## Where the states near the Fermi level sit in a slab

The bottom plane of this silicon carbide slab looks wrong. It has all its atoms, and they are held where they would sit in the bulk crystal, so it might be taken for the quiet, bulk-like end of the slab. The carbon vacancy is at the other end, in the top plane. Yet the bottom plane carries 0.412 of the states in the energy window just above the Fermi level, the largest share of the five planes.

Ansatz 0.2.0, plane-wave PAW density functional theory with PBE, no spin polarisation: SiC(110) slab with a carbon vacancy (Si20C19), lower 16 atoms held. Cutoff 420 eV, k mesh 10 × 7 × 1, Gaussian smearing 0.1 eV. Plane shares cover states from 0 to 0.25 eV above the Fermi level, each counted as full; heights are measured from the top atom.

```
row  plane share  plane formula  plane height (Å)
  1        0.412          Si4C4            -6.185
  2        0.093          Si4C4            -4.648
  3        0.067          Si4C4            -3.093
  4        0.129          Si4C4            -1.505
  5        0.298          Si4C3            -0.095
```

The rows are the atomic planes of one slab, cut along the (110) face of zincblende SiC and listed from the bottom up. The plane share is the fraction of the window's states that falls on a plane, and the plane height is measured from the topmost atom. If the states were spread evenly over the 39 atoms, a complete plane would hold $8/39 = 0.205$ of them. Both outer planes hold more than an even spread would give them, and all three inner planes hold less.

### Two surfaces, not one

A slab has two faces, and cutting the crystal breaks bonds at both. Each atom inside zincblende SiC has four neighbours. In a (110) plane, two of these neighbours lie in the plane itself, one in the plane above and one in the plane below. An atom in the outermost plane has therefore lost one neighbour, and the orbital that pointed towards it is left as a dangling bond.

Such an orbital has no partner with which to form a low bonding level and a high antibonding level. Its energy therefore tends to fall between the two, in or near the band gap of the bulk crystal. This is why the bottom plane is not bulk-like at all. Holding its atoms at bulk positions does not give them back their neighbours, and no hydrogen or other atoms close the broken bonds there.

The gap can also explain why these states stay near the faces. At an energy inside a bulk band, a wave can travel through the whole crystal. At an energy inside the gap no travelling wave exists, and a state made at the surface can only fade as it reaches inward. The farther its energy lies from the band edges, the faster it generally fades.

A deeper window of the same calculation behaves as this picture suggests. Between 2 and 1 eV below the Fermi level, where bulk valence states are expected to take part, the middle plane holds about 0.65 of its even share. In the window of the table it holds only about 0.33. The highest window, from 1 to 1.5 eV above the Fermi level, shows no such recovery, with about 0.35; in so thin a slab, states that spread like bulk conduction states may begin higher still. Since all windows are divided among the planes in the same way, the division alone does not account for the empty middle.

### A tail from each face

The fading can be put into a simple formula. If the amplitude of a surface state falls as $e^{-\kappa d}$ with the distance $d$ from its face, its density falls as the square, $e^{-2\kappa d}$. Writing $L = 1/(2\kappa)$ for the decay length of the density, and adding the densities that belong to the two faces, gives the share $w$ of a plane:

$$
w = A\,e^{-d_{\mathrm b}/L} + B\,e^{-d_{\mathrm t}/L}.
$$

Here $d_{\mathrm b}$ and $d_{\mathrm t}$ are the distances from the bottom and top planes, and $A$ and $B$ set the weights of the two faces. A fit of these three constants to all five rows gives $A = 0.403$, $B = 0.303$ and $L = 1.23$ Å. The planes are on average 1.52 Å apart, so a tail drops to roughly 0.3 of its value from one plane to the next.

The middle plane shows how the two tails combine. It lies $6.185 - 3.093 = 3.092$ Å above the bottom plane and $3.093 - 0.095 = 2.998$ Å below the top one. The model then gives

$$
w = 0.403\,e^{-3.092/1.23} + 0.303\,e^{-2.998/1.23} \approx 0.033 + 0.026 = 0.059 .
$$

The calculated share is 0.067, so the estimate is about an eighth too low. This row was part of the fit, and the agreement is a description rather than a prediction. The two contributions are of similar size, so in this model even the middle of so thin a slab is reached by both faces.

The model does less well beside the faces. It puts about a third too much on row 2 and about a fifth too little on row 4. A cruder description, with two heavy outer planes and one common value for the three inner ones, uses as many constants and fits almost equally well: its typical miss is 0.020, against 0.018 for the two tails. When each plane in turn is predicted from the other four, the typical miss of the two-tail model rises to 0.12, more than the whole share of the middle plane.

The table therefore shows that the states keep to the faces, but five planes are too few to establish an exponential law. The fitted length is best read as "about one plane". Its value also depends on the functional, because PBE makes the gap of SiC too small, and a smaller gap tends to let surface states reach deeper. The output printed after this text gives the fit and the shares in the other energy windows.

### Why the back face leads

The bottom plane holds 1.38 times the share of the top plane. The top plane has seven atoms and the bottom plane eight, but per atom the ratio is still 1.21. Even that correction may be too generous. The missing atom is a carbon, whose dangling bond is expected to lie mostly below the Fermi level. The empty states above it are expected mainly on silicon, and both planes have four silicon atoms.

The likely cause is that only the top face was allowed to relax. On the (110) face of a zincblende crystal, relaxation normally shifts the dangling-bond levels away from the middle of the gap and towards the band edges. The held atoms at the bottom could not make this adjustment. They feel forces of up to about 3 eV/Å, which shows that they would move if they were released, though not where their levels would go. No slab with a relaxed back face is available to test the point.

The lead of the bottom plane also depends on energy. It holds in every window from 1 eV below the Fermi level to 1 eV above it, but the top plane leads in the two windows outside that range. The higher of those two may rest on loosely converged levels. The excess at the back is thus a feature of the energies around the Fermi level, which is where unrelaxed dangling bonds would be expected to show.

### The plane under the vacancy

The second irregularity is that row 4 holds more than row 2, by 0.036, although its own face is the weaker one. The vacancy offers a possible reason. The missing carbon atom had three silicon neighbours, two in the top plane and one in the plane below. Taking it out therefore leaves a dangling bond in row 4 as well, whereas row 2 lies between two complete planes and has all its bonds.

The neighbouring windows seem to speak against this. In the window just below this one and in the window just above it, row 2 is ahead of row 4, by 0.0125 and 0.015. But that comparison favours row 2, whose face is the heavier one. Each plane can instead be measured against its own face. In the window of the table, row 4 holds 0.43 of the share of the plane above it, while row 2 holds only 0.23 of the share of the plane below it. Row 4 is ahead by this measure in all eight windows. The measure has a bias of its own, though, because any weight spread evenly over the inner planes counts for more beside the weaker face. A chance grouping of levels in this narrow window may therefore still account for part of the excess. Relaxation is a second possible cause, because levels moved towards the band edges are expected to fade more slowly, and only the top face relaxed. The extra weight amounts to only $0.036 \times 2.17 \approx 0.08$ states per cell. Removing the carbon atom does break a bond to row 4, but whether the silicon atoms rebond on relaxing was not examined, and the link to this excess remains a guess.

### What belongs to the vacancy

For someone who wants to know what a missing carbon atom does to a SiC surface, the total number of states in the window is misleading. Of the 2.17 states per cell, about 0.9 sit on the bottom plane, an unrelaxed back face that would be too far away to matter in a real, thick crystal. Only about 0.65 sit on the plane that contains the vacancy. The two faces also share one Fermi level, so states at the back can affect which levels of the top face fall into the window.

Even the top plane's share of 0.298 is a mixture, because the seven atoms around the vacancy have ordinary dangling bonds of their own. The calculation also leaves out spin, which could split a half-filled dangling-bond level and move its parts out of the window. How much of that 0.298 is due to the vacancy is the question that the table leaves open. Answering it would take the same slab without the vacancy, with the broken bonds at the back closed in both cases and spin allowed.

The analysis program printed:

```
fit of plane_share on 5 rows: coefficient of exp(-db/s) 0.4027 +/- 0.027, coefficient of exp(-dt/s) 0.3029 +/- 0.027, s 1.226; rms 0.0181, worst 2 0.0294, leave-one-out rms 0.124
planes and models:
  row  even share  share over even  share per atom  states per cell  two-tail model  two-tail miss  flat-interior miss
    1      0.2051            2.009          0.0515           0.8946          0.4048      -0.007232                   0
    2      0.2051           0.4534         0.01162           0.2019          0.1224        0.02936            0.003333
    3      0.2051           0.3266        0.008375           0.1455         0.05862      -0.008376             0.02933
    4      0.2051           0.6289         0.01613           0.2801          0.1048       -0.02421            -0.03267
    5      0.1795             1.66         0.04257           0.6471          0.3057       0.007727                   0
shares in other windows in eV:
  row  -2 to -1  -1 to -0.5  -0.5 to -0.25  -0.25 to 0  0.25 to 0.5  0.5 to 1  1 to 1.5
    1    0.2874      0.4078         0.5625      0.4288       0.5072    0.5644    0.2498
    2    0.1132      0.1308         0.1525      0.0943       0.1136    0.1223    0.0823
    3    0.1326      0.0836         0.0671      0.0889       0.0641    0.0572    0.0717
    4     0.159      0.0991         0.0592      0.0818       0.0986    0.0746    0.1925
    5    0.3078      0.2788         0.1588      0.3062       0.2165    0.1815    0.4036
share of the two face planes together: 0.71
share of row 1 over row 2: 4.43
share of row 5 over row 4: 2.31
share of row 1 over row 5: 1.383
the same ratio per atom: 1.21
row 4 less row 2 in this window: 0.036
row 4 less row 2 in the window below: -0.0125
row 4 less row 2 in the window above: -0.015
middle plane over even share in the window -2 to -1 eV: 0.6464
mean plane spacing in angstrom: 1.522
rms miss of the two-tail model: 0.01806
rms miss of the flat-interior model: 0.01969
```
